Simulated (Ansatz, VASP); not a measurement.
## One calculation of InSe, two programs

Contents of INCAR:

```
SYSTEM = InSe
PREC = Accurate
ENCUT = 600
EDIFF = 1E-6
ISMEAR = 0
SIGMA = 0.1
LREAL = .FALSE.
LASPH = .TRUE.
NELM = 80
ALGO = Normal
ISIF = 3
LWAVE = .FALSE.
LCHARG = .FALSE.
GGA = PE
IBRION = 2
NSW = 90
EDIFFG = -0.04
```

Contents of KPOINTS:

```
regular mesh
0
G
  4 4 4
  0 0 0
```

The input POSCAR:

```
InSe
1.0
    0.0000000000      3.9176799400      3.9176799400
    3.9176799400      0.0000000000      3.9176799400
    3.9176799400      3.9176799400      0.0000000000
In Se
2 2
Direct
    0.7500000000      0.7500000000      0.7500000000
    0.5000000000      0.5000000000      0.5000000000
    0.2500000000      0.2500000000      0.2500000000
    0.0000000000      0.0000000000      0.0000000000
```

Input for Ansatz:

```yaml
crystal:
  lattice:
    - [0.0, 3.91767994, 3.91767994]
    - [3.91767994, 0.0, 3.91767994]
    - [3.91767994, 3.91767994, 0.0]
  atoms:
    - { symbol: In, position: [0.75, 0.75, 0.75] }
    - { symbol: In, position: [0.5, 0.5, 0.5] }
    - { symbol: Se, position: [0.25, 0.25, 0.25] }
    - { symbol: Se, position: [0.0, 0.0, 0.0] }
basis:
  ecutwfc: 420
kpoints:
  mp_grid: { grid: [4, 4, 4] }
hamiltonian:
  xc: pbe
scf:
  occupations: { method: gaussian, width: 0.1 }
  lower_state_search: "off"
output:
  forces: true
  stress: true
  eigenvalues: true
relax:
  adjacent_minimum: "off"
  f_tol: 0.04
  max_steps: 70
  cell: { stress_tol: 0.4 }
```

Alike in both runs: task relaxation of cell and atoms; functional PBE; k mesh 4 × 4 × 4; occupations gaussian, width 0.1 eV; no spin polarisation.

|  | VASP | Ansatz |
| --- | --- | --- |
| version | VASP 6.6.1 | Ansatz 0.2.0 |
| potentials or method | VASP PAW PBE potentials, release 64 (In_d, Se) | scalar-relativistic, plane waves, PAW |
| plane-wave cutoff (eV) | 600 | 420 |
| valence electrons in the cell | 38 | 58 |

|  | VASP | Ansatz | Ansatz less VASP |
| --- | --- | --- | --- |
| gap on the k mesh at the Fermi level, each at its own relaxed structure (eV) | none | none | - |
| relaxed volume (Å³/atom) | 25.36 | 25.29 | -0.068 |
| relaxed cell length with the largest relative difference (Å) | 5.235 | 5.230 | -0.0047 |
| energy change over the relaxation (meV/atom) | -82 | -82 | -0.5 |

A gap of «none» marks a metal or a gap that the smearing closes. The two sets of potentials don't hold the same shells in valence.

Caveats: the volume moved by over 15 % at a fixed basis, so the end points are rough (VASP).
